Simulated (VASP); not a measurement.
## BeSe: single point with r2SCAN

The system is BeSe.

```xyz
2
Lattice="0.0000 2.6011 2.6011 2.6011 0.0000 2.6011 2.6011 2.6011 0.0000" Properties=species:S:1:pos:R:3 pbc="T T T"
Be    0.0000    0.0000    0.0000
Se    3.9016    3.9016    3.9016
```

The cell comes from a database or a generator and needn't be the stable form of this composition.

The cell isn't the ideal one: volume scaled by 1.02.

```json
{
 "Program": "VASP 6.6.1",
 "Task": "single point",
 "Functional": "r2SCAN",
 "Potentials or basis": "VASP PAW PBE potentials, release 64 (Be, Se)",
 "Cutoff": "520 eV",
 "k mesh": "8 × 8 × 8",
 "Occupations": "fermi-dirac, width 0.03 eV",
 "Spin": "no spin polarisation",
 "Dipole correction": "no",
 "Further INCAR settings": "ALGO = Normal; EDIFF = 1e-06; NBANDS = 11"
}
```

```yaml
Pressure: -1.5 GPa
Band_gap_on_the_k_mesh: 3.17 eV, indirect (least direct gap 4.86 eV)
```

Levels at points of the mesh, in eV from the valence-band top:
```
           k point  band 2  band 3  band 4  band 5  band 6  band 7
(0.00, 0.00, 0.00)    0.00    0.00    0.00    4.86    5.60    5.60
(0.50, 0.00, 0.00)   -5.65   -1.05   -1.05    4.82    6.55    6.55
(0.50, 0.50, 0.00)   -5.06   -2.60   -2.60    3.17    4.69   12.48
```

Run time: 22 s on 1 thread of Intel(R) Xeon(R) 6975P-C (Granite Rapids), on a shared host, peak memory 0.16 GiB.

Caveat: the PAW data sets were made with another functional, which shifts forces and pressure a little. A k mesh can miss the band edges.
